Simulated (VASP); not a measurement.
Runs of VASP 6.6.1 on C. It takes space group I4_132 (No. 214, cubic). Conventional cell: a = 4.900 Å, b = 4.900 Å, c = 4.900 Å, α = 90.00°, β = 90.00°, γ = 90.00°. C (site symmetry 222) is surrounded by 4 C at 1.50 Å. The cell was built by a generator and needn't be a form met in nature.

```csv
task,cell,k mesh,cutoff (eV),gap on the mesh (eV),pressure (GPa),relaxed volume (Å³/atom)
single point,"I4_132, 9.8 Å³/atom",6 × 6 × 6,520,none,(a),-
relaxation of cell and atoms,relaxed,6 × 6 × 6,600,none,0.0,9.80
relaxation of cell and atoms,relaxed,12 × 12 × 12,600,none,0.2,9.79
single point,"I4_132, 9.8 Å³/atom",12 × 12 × 12,520,none,0.2,-
```

Alike in all rows: level PBE; potentials or basis VASP PAW PBE potentials, release 64 (C); no spin polarisation; smearing gaussian 0.1 eV.

Question: Fill in the values left out.

Answer: (a) 0.3.

A gap of «none» marks a metal or a gap under the smearing width.
